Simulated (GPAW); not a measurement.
# GaSb (F-43m) in GPAW: further runs

The runs below take GaSb through equation of state, band structure, single point, phonons, with TASK, PBEsol, revTPSS+D3, TB-mBJ, r4SCAN, LDA.

Everything below comes from runs of GPAW 26.7.0. Logs are shortened: lines on timing, memory, paths and dates and some standing lists are left out, and cuts for length are marked. The log counts tension as positive stress, the text compression.

**The experiment to reproduce.**

From a printed reference work, data compilation, for a bulk crystal of GaSb at 4.2 K: band gap 0.811 eV (direct).

The runs below are set against these values where they give the same quantity.

### Step 1. The crystal as given

It takes space group F-43m (No. 216, cubic). The conventional cell has a = 6.118 Å, b = 6.118 Å, c = 6.118 Å, α = 90.00°, β = 90.00°, γ = 90.00°. Sb (site symmetry -43m) is surrounded by 4 Ga at 2.65 Å. Around Ga (site symmetry -43m) lie 4 Sb at 2.65 Å.

### Step 2. Equation of state, TASK

Input file run.py:

```python
from ase.eos import EquationOfState
from ase.io import Trajectory
from ase.spacegroup import crystal
from ase.units import GPa
from gpaw import GPAW, PW

# Sb 4c
# Ga 4a
atoms = crystal(['Sb', 'Ga'],
                basis=[[0.25, 0.25, 0.25],
                       [0.0, 0.0, 0.0]],
                spacegroup=216, setting=1,  # F-43m
                cellpar=[6.118, 6.118, 6.118, 90.0, 90.0, 90.0],
                primitive_cell=True)

traj = Trajectory('eos.traj', 'w')
volumes, energies = [], []
for x in [0.94, 0.96, 0.98, 1.0, 1.02, 1.04, 1.06]:
    a = atoms.copy()
    a.set_cell(atoms.cell * x**(1 / 3), scale_atoms=True)
    calc = GPAW(mode=PW(600),
                xc='MGGA_X_TASK+LDA_C_PW',
                kpts={'size': (6, 6, 6), 'gamma': True},
                occupations={'name': 'fermi-dirac', 'width': 0.05},
                nbands=18,
                convergence={'density': 1e-05, 'energy': 1e-05},
                maxiter=150,
                txt=f'eos-{x:.2f}.txt')
    a.calc = calc
    energies.append(a.get_potential_energy(force_consistent=True))
    volumes.append(a.get_volume())
    p = -a.get_stress()[:3].mean() / GPa
    calc.write(f'eos-{x:.2f}.gpw')
    traj.write(a)
    print(f'{x:.2f} {volumes[-1]:10.4f} A^3 {energies[-1]:14.6f} eV {p:9.3f} GPa', flush=True)

v0, e0, B = EquationOfState(volumes, energies, eos='birchmurnaghan').fit()
print(f'V0 = {v0:.4f} A^3, E0 = {e0:.6f} eV, B0 = {B / GPa:.2f} GPa')
```

Potentials or basis: GPAW PAW data sets (gpaw-data 1.2.1), pw.

Run with:

```sh
> OMP_NUM_THREADS=1 python run.py
```

Log:

```text
__  _  _
 | _ |_)|_||  |
 |__||  | ||/\| - 26.7.0

Input parameters:
  mode=PW(ecut=600.0),
  convergence={'density': 1e-05, 'energy': 1e-05},
  kpts=MonkhorstPack(size=(6, 6, 6), gamma=True),
  maxiter=150,
  nbands=18,
  occupations=Occupations(name='fermi-dirac', width=0.05),
  xc=XC(name='MGGA_X_TASK+LDA_C_PW')

Diagonalizing LCAO Hamiltonian
Converting LCAO to pw mode

            Sb

       Ga

Atoms  # Å, Bohr magnetons
|   | symbol |        x |        y |        z |    initial magnetic moments |
|---|--------|----------|----------|----------|-----------------------------|
| 0 |     Sb | 1.498277 | 1.498277 | 1.498277 | ( 0.0000,  0.0000,  0.0000) |
| 1 |     Ga | 0.000000 | 0.000000 | 0.000000 | ( 0.0000,  0.0000,  0.0000) |

Unit cell  # Å
| periodic |        x |        y |        z |  lengths |    angles |
|----------|----------|----------|----------|----------|-----------|
|      yes | 0.000000 | 2.996554 | 2.996554 | 4.237767 | 60.000000 |
|      yes | 2.996554 | 0.000000 | 2.996554 | 4.237767 | 60.000000 |
|      yes | 2.996554 | 2.996554 | 0.000000 | 4.237767 | 60.000000 |

Number of symmetries: 24
Symmetry operations  # r_c * U_cc + t_c -> r_c
|    | kind |            matrix            |
|----|------|------------------------------|
|  0 |  E   |  1, 0, 0,  0, 1, 0,  0, 0, 1 |
|  1 |  σ   |  1, 0, 0,  0, 0, 1,  0, 1, 0 |
|  2 |  σ   |  1, 0,-1,  0, 1,-1,  0, 0,-1 |
|  3 |  C3  |  1, 0,-1,  0, 0,-1,  0, 1,-1 |
|  4 |  C3  |  1,-1, 0,  0,-1, 1,  0,-1, 0 |
|  5 |  σ   |  1,-1, 0,  0,-1, 0,  0,-1, 1 |
|  6 |  σ   |  0, 1, 0,  1, 0, 0,  0, 0, 1 |
|  7 |  C3  |  0, 1, 0,  0, 0, 1,  1, 0, 0 |
|  8 |  C2  |  0, 1,-1,  1, 0,-1,  0, 0,-1 |
|  9 |  S4  |  0, 1,-1,  0, 0,-1,  1, 0,-1 |
| 10 |  C3  |  0, 0, 1,  1, 0, 0,  0, 1, 0 |
| 11 |  σ   |  0, 0, 1,  0, 1, 0,  1, 0, 0 |
| 12 |  S4  |  0, 0,-1,  1, 0,-1,  0, 1,-1 |
| 13 |  C3  |  0, 0,-1,  0, 1,-1,  1, 0,-1 |
| 14 |  S4  |  0,-1, 1,  1,-1, 0,  0,-1, 0 |
| 15 |  C2  |  0,-1, 1,  0,-1, 0,  1,-1, 0 |
| 16 |  C3  |  0,-1, 0,  1,-1, 0,  0,-1, 1 |
| 17 |  S4  |  0,-1, 0,  0,-1, 1,  1,-1, 0 |
| 18 |  S4  | -1, 1, 0, -1, 0, 1, -1, 0, 0 |
| 19 |  C3  | -1, 1, 0, -1, 0, 0, -1, 0, 1 |
| 20 |  C3  | -1, 0, 1, -1, 1, 0, -1, 0, 0 |
| 21 |  S4  | -1, 0, 1, -1, 0, 0, -1, 1, 0 |
| 22 |  σ   | -1, 0, 0, -1, 1, 0, -1, 0, 1 |
| 23 |  C2  | -1, 0, 0, -1, 0, 1, -1, 1, 0 |

BZ-sampling:
  Number of BZ points: 216
  Number of IBZ points: 16

  Monkhorst-Pack size: [6, 6, 6]
  Monkhorst-Pack shift: [0.08333333333333333, 0.08333333333333333, 0.08333333333333333]

K-points  # in reciprocal-cell coordinates
|     |                                coordinates |     weight |
|-----|--------------------------------------------|------------|
|   0 | (  0.00000000,   0.00000000,   0.00000000) | 0.00462963 |
|   1 | (  0.16666667,   0.16666667,   0.00000000) | 0.02777778 |
|   2 | (  0.16666667,   0.16666667,   0.16666667) | 0.03703704 |
|   3 | (  0.33333333,   0.16666667,   0.16666667) | 0.05555556 |
|   4 | (  0.33333333,   0.33333333,  -0.33333333) | 0.05555556 |
|   5 | (  0.33333333,   0.33333333,   0.00000000) | 0.02777778 |
|   6 | (  0.33333333,   0.33333333,   0.16666667) | 0.11111111 |
|   7 | (  0.33333333,   0.33333333,   0.33333333) | 0.03703704 |
|   8 | (  0.50000000,   0.33333333,  -0.33333333) | 0.11111111 |
|   9 | (  0.50000000,   0.33333333,  -0.16666667) | 0.05555556 |
| ... |                                            |            |
|  15 | (  0.50000000,   0.50000000,   0.50000000) | 0.01851852 |

Plane wave coefficients: 1820
Cutoff: 600.0 eV

Spin-components: 1 (collinear spins)
Bands:           18
Projectors:      11
Spin-degeneracy: 2
Datatype:        complex128

Parallelization:
  kpt:    1
  domain: 1
  band:   1

Density:
  Valence electrons: 18.0
  Components: 1
  Grid points: [24 24 24]
  Charge: 0.0  # |e|

Potential:
  Grid points: [24 24 24]

species:
  Sb:
    name:    Antimony
    Z:       51.0
    valence: 15
    core:    36
    charge:  0.0  # [|e|]
    compensation charges:
      type: gauss
      rc: 0.36  # [Å]
      lmax: 2
    cutoffs:
      filter: 2.23  # [Å]
      core: 2.23  # [Å]
    projectors
    | kind |    occ | energy [eV] | rcut [Å] |
    |------|--------|-------------|----------|
    |   5s |  2.000 |     -12.815 |    1.154 |
    |   5p |  3.000 |      -4.830 |    1.233 |
    |   4d | 10.000 |     -33.514 |    1.196 |
    |    s |        |      14.396 |    1.154 |
    |    p |        |      22.381 |    1.233 |
    |    d |        |      -6.303 |    1.196 |

    Using partial waves for Sb as LCAO basis

  Ga:
    name:    Gallium
    Z:       31.0
    valence: 3
    core:    28
    charge:  0.0  # [|e|]
    compensation charges:
      type: gauss
      rc: 0.37  # [Å]
      lmax: 2
    cutoffs:
      filter: 2.06  # [Å]
      core: 4.17  # [Å]
    projectors
    | kind |    occ | energy [eV] | rcut [Å] |
    |------|--------|-------------|----------|
    |   4s |  2.000 |      -8.945 |    1.164 |
    |   4p |  1.000 |      -2.580 |    1.164 |
    |    s |        |      18.266 |    1.164 |
    |    p |        |      24.631 |    1.164 |
    |    d |        |       0.000 |    1.164 |

    Using partial waves for Ga as LCAO basis

Reference energy: -229166.229777  # eV

eigensolver:
  PPCG
  Converge bands: occupied
  niter=2

density mixing:
  MSR1-Mixer
  Pratt-step length: 0.05
  Maximum mixing coefficient: 0.75
  Old densities: 10
  SVD Regularization: 0.005
  Good broyden scale: 1.0
  Trust region scale: 1.0
  Backstep threshold: 4.0
  History deletion threshold: 6.0
  Fourier metric: weight=20.0, sigma=0.015

occupation numbers:
  Fermi-Dirac:
    width: 0.0500  # eV

poisson solver:
  ecut: 4800.0  # eV

xc functional:
  name: MGGA_X_TASK+LDA_C_PW with 2 nearest neighbor stencil

convergence criteria:
- Maximum integral of absolute [dens]ity change: 1e-05 electrons / valence electron
- Maximum [total energy] change in last 3 cyles: 1e-05 eV / valence electron
- Maximum integral of absolute [eigenst]ate change: 4e-08 eV^2 / valence electron
maximum number of iterations: 150

SCF iterations
|iter     | |      energy | eigst |  dens |
|---------|-|-------------|-------|-------|
|iter:   1| |   23.089817 | +0.35 |       |
|iter:   2| |   30.850359 | -0.30 | -1.33 |
|iter:   3| |   29.138089 | -0.41 | -1.29 |
|iter:   4| |   30.614112 | -0.46 | -0.97 |
|iter:   5| |   30.519971 | -1.50 | -1.64 |
|iter:   6| |   30.519821 | -2.84 | -2.11 |
|iter:   7| |   30.518805 | -3.54 | -2.67 |
|iter:   8| |   30.518798 | -5.30 | -3.70 |
|iter:   9| |   30.518797c| -6.68 | -4.11 |
|iter:  10| |   30.518797c| -7.42c| -4.62 |
|iter:  11| |   30.518797c| -7.74c| -5.04c|

Converged in 11 steps
Energy contributions relative to reference atoms: (reference = -229166.229777)

Energy contributions:
  Kinetic:          25.132547
  Coulomb:         -21.775251
  Zero:              0.356736
  External:          0.000000
  Xc:               26.804765
  Entropy:          -0.000000
  Spinorbit:         0.000000
  ----------------------------
  Free energy:      30.518797
  Extrapolated:     30.518797

dipole moment: (-19.930379, -19.930379, -19.930379)  # |e|*Ang

Fermi level: 5.993
Eigenvalues  # (at kpt = [0.000, 0.000, 0.000])
| band index |      eig [eV] | occ [0-2] |
|------------|---------------|-----------|
|          0 |       -24.779 |     2.000 |
|          1 |       -24.779 |     2.000 |
|          2 |       -24.779 |     2.000 |
|          3 |       -24.743 |     2.000 |
|          4 |       -24.743 |     2.000 |
|          5 |        -7.858 |     2.000 |
[... 10 lines left out ...]
|         16 |        17.188 |     0.000 |
|         17 |        17.188 |     0.000 |

Gap: 1.310 eV
Transition (v -> c):
  (s=0, k=0, n=8, [0.00, 0.00, 0.00]) -> (s=0, k=15, n=9, [0.50, 0.50, 0.50])
Direct/indirect transitions are different
Direct gap: 1.395 eV
Transition at: (s=0, k=0, n=8, [0.00, 0.00, 0.00])

Stress tensor  # eV/Ang^3
|         x |         y |         z |
|-----------|-----------|-----------|
| -0.047532 |  0.000000 |  0.000000 |
|  0.000000 | -0.047532 |  0.000000 |
|  0.000000 |  0.000000 | -0.047532 |

# Writing to eos-0.94.gpw (mode='')
```

Run time: 4.9 min. Hardware: 1 thread of Arm Neoverse V1, shared host; peak memory 0.9 GiB.

What came out:

```
Equilibrium volume : 30.50 Å³/atom (rough: see the caveat)
Bulk modulus       : 45 GPa (rough)
```

Energy against volume, from the lowest point:
| volume (Å³/atom) | energy (meV/atom) |
| --- | --- |
| 26.907 | 75.77 |
| 27.480 | 51.34 |
| 28.052 | 32.33 |
| 28.625 | 18.18 |
| 29.197 | 8.37 |
| 29.770 | 2.44 |
| 30.342 | 0.00 |

Caveat: the minimum lies outside the volumes run; the PAW data sets were made with another functional, which shifts forces and pressure a little. The run has no spin-orbit coupling, so splittings on Sb are missing.

### Step 3. Band structure, PBEsol, spin-orbit coupling, no magnetisation

Input file run.py:

```python
import numpy as np
from ase.dft.bandgap import bandgap
from ase.io import read, write
from ase.units import GPa
from gpaw import GPAW, PW, setup_paths
from gpaw.spinorbit import soc_eigenstates

setup_paths.insert(0, '.')

atoms = read('GaSb.cif')

calc = GPAW(mode=PW(600),
            xc='PBEsol',
            kpts={'size': (6, 6, 6), 'gamma': True},
            occupations={'name': 'fermi-dirac', 'width': 0.05},
            nbands=18,
            convergence={'density': 1e-05, 'energy': 1e-05},
            maxiter=150,
            txt='gpaw.txt')
atoms.calc = calc
energy = atoms.get_potential_energy()
forces = atoms.get_forces()
stress = atoms.get_stress()
calc.write('gs.gpw')
write('result.traj', atoms)
print(f'Energy: {energy:.6f} eV')
print('Forces (eV/A):')
print(forces.round(4))
print('Stress (GPa):', (stress / GPa).round(3))
print('Fermi level:', round(calc.get_fermi_level(), 4), 'eV')
print(f'Gap: {bandgap(calc)[0]:.4f} eV, direct: {bandgap(calc, direct=True)[0]:.4f} eV')

path = atoms.cell.bandpath('GXWKGLUWLK,UX', npoints=60, eps=1e-4)
bs_calc = calc.fixed_density(kpts=path, symmetry='off', nbands=30,
                             convergence={'bands': 'CBM+6.0', 'eigenstates': 1e-6}, txt='bands.txt')
bs = bs_calc.band_structure()
bs.write('bs.json')
print(f'Gap on the path: {bandgap(bs_calc)[0]:.4f} eV')

soc = soc_eigenstates(bs_calc, theta=90, phi=0)
np.savetxt('soc_bands.dat', soc.eigenvalues(), fmt='%.4f')
mesh = soc_eigenstates('gs.gpw', theta=90, phi=0)
np.savetxt('soc_mesh.dat', mesh.eigenvalues(), fmt='%.4f')
print('Fermi level with spin-orbit coupling:', round(mesh.fermi_level, 4), 'eV')
```

Input file GaSb.cif:

```cif
data_GaSb
_cell_length_a 4.32607929
_cell_length_b 4.32607929
_cell_length_c 4.32607929
_cell_angle_alpha 60.00000000
_cell_angle_beta 60.00000000
_cell_angle_gamma 60.00000000
_space_group_name_H-M_alt 'P1'
_space_group_name_Hall 'P 1'
_space_group_IT_number 1
loop_
_space_group_symop_operation_xyz
'x,y,z'
loop_
_atom_site_label
_atom_site_type_symbol
_atom_site_symmetry_multiplicity
_atom_site_Wyckoff_symbol
_atom_site_fract_x
_atom_site_fract_y
_atom_site_fract_z
_atom_site_occupancy
Sb1 Sb 1 a 0.7500000000 0.7500000000 0.7500000000 1
Ga1 Ga 1 a 0.0000000000 0.0000000000 0.0000000000 1
```

Potentials or basis: PAW data sets generated in the run's folder for this functional, pw.

Run with:

```sh
> gpaw-setup -f PBEsol Ga Sb
> OMP_NUM_THREADS=1 python run.py
```

It took 40 s on 1 thread of Arm Neoverse V1, shared host; peak memory 0.28 GiB.

Results (log left out):

| Property | Result |
| --- | --- |
| Free energy | -8.4162 eV |
| Pressure | -0.1 GPa |
| Band gap along the path | none (metal or under the smearing width) |

Levels at the corners of the path, in eV from the Fermi level:
| point | band 16 | band 17 | band 18 | band 19 | band 20 | band 21 |
| --- | --- | --- | --- | --- | --- | --- |
| Γ | -0.20 | 0.02 | 0.02 | 0.02 | 0.02 | 2.40 |
| X | -2.96 | -2.68 | -2.68 | 0.63 | 0.63 | 0.94 |
| W | -3.47 | -3.36 | -3.34 | 3.20 | 3.64 | 4.02 |
| K | -3.77 | -2.44 | -2.41 | 1.11 | 1.13 | 3.53 |
| Γ | -0.20 | 0.02 | 0.02 | 0.02 | 0.02 | 2.40 |
| L | -1.63 | -1.17 | -1.17 | 0.14 | 0.15 | 3.45 |
| U | -3.77 | -2.44 | -2.41 | 1.11 | 1.13 | 3.53 |
| W | -3.47 | -3.36 | -3.34 | 3.20 | 3.64 | 4.02 |
| L | -1.63 | -1.17 | -1.17 | 0.14 | 0.15 | 3.45 |
| K | -3.77 | -2.44 | -2.41 | 1.11 | 1.13 | 3.53 |
| U | -3.77 | -2.44 | -2.41 | 1.11 | 1.13 | 3.53 |
| X | -2.96 | -2.68 | -2.68 | 0.63 | 0.63 | 0.94 |

Caveat: spin-orbit coupling was added after a scalar SCF, so levels and gaps hold it while energy, forces, pressure and moments don't; this program's spin-orbit splittings come out too wide for heavy elements; this crystal is a semiconductor, whose small gap the functional closes, so the metal is an error of the method.

### Step 4. Equation of state, revTPSS+D3

Input file run.py:

```python
from ase.calculators.mixing import SumCalculator
from ase.eos import EquationOfState
from ase.io import Trajectory
from ase.spacegroup import crystal
from ase.units import GPa
from dftd3.ase import DFTD3
from gpaw import GPAW, PW

# Sb 4c
# Ga 4a
atoms = crystal(['Sb', 'Ga'],
                basis=[[0.25, 0.25, 0.25],
                       [0.0, 0.0, 0.0]],
                spacegroup=216, setting=1,  # F-43m
                cellpar=[6.118, 6.118, 6.118, 90.0, 90.0, 90.0],
                primitive_cell=True)

traj = Trajectory('eos.traj', 'w')
volumes, energies = [], []
for x in [0.94, 0.96, 0.98, 1.0, 1.02, 1.04, 1.06]:
    a = atoms.copy()
    a.set_cell(atoms.cell * x**(1 / 3), scale_atoms=True)
    calc = GPAW(mode=PW(600),
                xc='MGGA_X_REVTPSS+MGGA_C_REVTPSS',
                kpts={'size': (6, 6, 6), 'gamma': True},
                occupations={'name': 'fermi-dirac', 'width': 0.05},
                nbands=18,
                convergence={'density': 1e-05, 'energy': 1e-05},
                eigensolver='davidson',
                maxiter=150,
                txt=f'eos-{x:.2f}.txt')
    a.calc = SumCalculator([calc, DFTD3(method='revtpss', damping='d3zero')])
    energies.append(a.get_potential_energy())
    volumes.append(a.get_volume())
    p = -a.get_stress()[:3].mean() / GPa
    calc.write(f'eos-{x:.2f}.gpw')
    traj.write(a)
    print(f'{x:.2f} {volumes[-1]:10.4f} A^3 {energies[-1]:14.6f} eV {p:9.3f} GPa', flush=True)

v0, e0, B = EquationOfState(volumes, energies, eos='birchmurnaghan').fit()
print(f'V0 = {v0:.4f} A^3, E0 = {e0:.6f} eV, B0 = {B / GPa:.2f} GPa')
```

Potentials or basis: GPAW PAW data sets (gpaw-data 1.2.1), pw.

Run with:

```sh
> OMP_NUM_THREADS=1 python run.py
```

It took 5.3 min on 1 thread of Arm Neoverse V1, shared host; peak memory 1 GiB.

Results (log left out):

```yaml
Equilibrium_volume: "27.98 Å³/atom (rough: see the caveat)"
Bulk_modulus: 57 GPa (rough)
```

Energy against volume, from the lowest point:
```
volume (Å³/atom)  energy (meV/atom)
          26.907               7.89
          27.480               1.66
          28.052               0.00
          28.625               2.46
          29.197               8.53
          29.770              17.72
          30.342              29.72
```

Caveat: the points scatter about the fit; the PAW data sets were made with another functional, which shifts forces and pressure a little. The run has no spin-orbit coupling, so splittings on Sb are missing.

### Step 5. Single point, TB-mBJ

Input file run.py:

```python
from ase.dft.bandgap import bandgap
from ase.io import read, write
from gpaw import GPAW, PW

atoms = read('GaSb.xyz')

calc = GPAW(mode=PW(600),
            xc='TB09',
            kpts={'size': (6, 6, 6), 'gamma': True},
            occupations={'name': 'fermi-dirac', 'width': 0.05},
            nbands=18,
            convergence={'density': 1e-05, 'energy': 1e-05},
            eigensolver='cg',
            maxiter=150,
            txt='gpaw.txt')
atoms.calc = calc
energy = atoms.get_potential_energy()
calc.write('gs.gpw')
write('result.traj', atoms)
print('Fermi level:', round(calc.get_fermi_level(), 4), 'eV')
print(f'Gap: {bandgap(calc)[0]:.4f} eV, direct: {bandgap(calc, direct=True)[0]:.4f} eV')
```

Input file GaSb.xyz:

```xyz
2
Lattice="0.0000000000 3.0590000000 3.0590000000 3.0590000000 0.0000000000 3.0590000000 3.0590000000 3.0590000000 0.0000000000" Properties=species:S:1:pos:R:3 pbc="T T T"
Sb     4.5885000000      4.5885000000      4.5885000000
Ga     0.0000000000      0.0000000000      0.0000000000
```

Potentials or basis: GPAW PAW data sets for LDA (gpaw-data 1.2.1), pw.

Run with:

```sh
> OMP_NUM_THREADS=1 python run.py
```

Run time: 40 s. Hardware: 1 thread of Arm Neoverse V1, shared host; peak memory 0.29 GiB.

It converged, with:

* Band gap on the k mesh: 0.92 eV, direct

Levels at points of the mesh, in eV from the valence-band top:
```
           k point  band 6  band 7  band 8  band 9  band 10  band 11  band 12  band 13
(0.00, 0.00, 0.00)  -11.20    0.00    0.00    0.00     0.92     3.12     3.12     3.12
(0.50, 0.50, 0.00)   -8.86   -6.46   -2.44   -2.44     1.39     1.78     9.27     9.27
(0.50, 0.50, 0.50)   -9.65   -6.03   -1.09   -1.09     1.03     4.07     4.07     7.28
```

Caveat: a model potential gives levels but no total energy; the PAW data sets were made with another functional, which shifts forces and pressure a little; spin-orbit coupling is left out, which moves the levels of the heavy elements.

[end of part 1 of 2]
